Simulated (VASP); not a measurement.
# Results of a VASP single-point calculation on ZnSe (strained zincblende)

POSCAR

```
Zn Se
 1.0000000000000000
     0.0000000000000000    2.8607448912000000    2.7994884492000001
     2.8607448912000000    0.0000000000000000    2.7994884492000001
     2.8607448912000000    2.8607448912000000    0.0000000000000000
 Zn  Se
   1   1
Cartesian
  0.0000000000000000  0.0000000000000000  0.0000000000000000
  1.4303724456000000  1.4303724456000000  1.3997442246000003
```

```json
{
  "gap between bands v and c": "1.78 eV",
  "least direct gap": "1.78 eV"
}
```

Band v is the last that the valence electrons fill when counted band by band, and c is the next. Levels in eV from the top of v:

```json
{"point": "Γ", "v−1": "-0.08", "v": "0.00", "c": "1.78", "c+1": "6.26"}
{"point": "X", "v−1": "-2.33", "v": "-2.33", "c": "3.23", "c+1": "3.68"}
{"point": "K", "v−1": "-3.16", "v": "-1.82", "c": "4.00", "c+1": "6.05"}
{"point": "L", "v−1": "-0.99", "v": "-0.86", "c": "2.98", "c+1": "6.73"}
{"point": "W", "v−1": "-2.85", "v": "-2.72", "c": "5.73", "c+1": "5.93"}
```

Problem. Which of these levels of theory gave these results?
A. PBE with spin–orbit coupling
B. PBE
C. r²SCAN
D. LDA
E. PBE0
F. PBEsol
G. HSE06

Solution. C.

The INCAR was:

```
LCHARG = .TRUE.
EDIFF = 1E-7
LASPH = .TRUE.
NELM = 120
LELF = .TRUE.
NSW = 0
METAGGA = R2SCAN
NBANDS = 16
ALGO = Normal
LWAVE = .FALSE.
ENCUT = 520
ISMEAR = 0
IBRION = -1
PREC = Accurate
LREAL = .FALSE.
ISIF = 2
SIGMA = 0.01
```
